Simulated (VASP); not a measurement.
Set up this calculation in VASP 6.6.1, as the native input.

| Property | Result |
| --- | --- |
| Task | single point |
| Functional | PBE |
| Potentials or basis | VASP PAW PBE potentials, release 64 (Sb_d_GW, In_d_GW) |
| Cutoff | 450 eV |
| k mesh | 3 × 3 × 3 |
| Occupations | gaussian, width 0.02 eV |
| Spin | no spin polarisation |
| Further INCAR settings | ALGO = Normal; EDIFF = 1e-06 |

The structure of InSb3 lies in POSCAR:

```
InSb3
1.0
    4.8063670000      0.0000000000      0.0000000000
    0.0000000000      4.8063670000      0.0000000000
    0.0000000000      0.0000000000      4.8063670000
Sb In
3 1
Direct
    0.5000000000      0.5000000000      0.0000000000
    0.0000000000      0.5000000000      0.5000000000
    0.5000000000      0.0000000000      0.5000000000
    0.0000000000      0.0000000000      0.0000000000
```

The cell comes from a database or a generator and needn't be the stable form of this composition.

These files were run (other wordings do the same):

INCAR

```
SYSTEM = InSb3
ALGO = Normal ; EDIFF = 1E-6
ENCUT = 450 ; GGA = PE
ISIF = 2 ; ISMEAR = 0
LASPH = .TRUE. ; LCHARG = .FALSE.
LREAL = .FALSE. ; LWAVE = .FALSE.
NELM = 100 ; PREC = Accurate
SIGMA = 0.02
```

KPOINTS

```
k-points
0
G
  3 3 3
  0 0 0
```

Potentials or basis: VASP PAW PBE potentials, release 64 (Sb_d_GW, In_d_GW).

Run with:

```console
$ cat potpaw_PBE.64/Sb_d_GW/POTCAR potpaw_PBE.64/In_d_GW/POTCAR > POTCAR
$ mpirun -np 1 vasp_std > vasp.out
```

It gave:

The pressure is -0.7 GPa and the band gap on the k mesh is none (metal or under the smearing width).

Caveat: the k mesh is coarse (spacing up to 0.44 Å⁻¹), so the values aren't converged.

Run time: 34 s on 1 thread of Intel(R) Xeon(R) Platinum 8559C (Emerald Rapids), with other jobs on the host, peak memory 0.2 GiB.
